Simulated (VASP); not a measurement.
The system is N.

```xyz
2
Lattice="2.5195 0.0000 0.0000 -1.2597 2.1819 0.0000 0.0000 0.0000 2.4460" Properties=species:S:1:pos:R:3 pbc="T T T"
N     0.0000    1.4546    1.8345
N     1.2597    0.7273    0.6115
```

The real solid is made of molecules; this cell is a model form.

```yaml
Program: VASP 6.6.1
Task: single point
Functional: PBE
Potentials_or_basis: VASP PAW PBE potentials, release 64 (N)
Cutoff: 520 eV
k_mesh: 12 × 12 × 11
Occupations: fermi-dirac, width 0.05 eV
Spin: no spin polarisation
```

On this cell: pressure 10.2 GPa; largest force under 0.003 eV/Å; band gap on the k mesh none (metal or under the smearing width).

The same run follows on a disturbed copy (atoms moved at random, drawn with an rms of 0.05 Å):

```
N
1.0
     2.51947    0.00000    0.00000
    -1.25974    2.18193    0.00000
     0.00000    0.00000    2.44600
N
2
Direct
  0.32898 0.66023 0.73606
  0.67162 0.33290 0.25859
```

Q: What does the disturbed cell give?

A: The energy (extrapolated to zero smearing) moves by -30.6 meV/atom; pressure 10.6 GPa; largest force 2.168 eV/Å; band gap on the k mesh none (metal or under the smearing width).

Forces in eV/Å, atoms in the order of the input:
```
N   -0.125 -0.085 -2.163
N    0.125  0.085  2.163
```

Stress tensor (GPa, compression positive):
```
10.84 -2.22  0.61
-2.22 14.43  0.48
 0.61  0.48  6.65
```

The energy falls, though the first cell shows no forces: that form is unstable against this distortion, unless noise or another electronic state is at work.
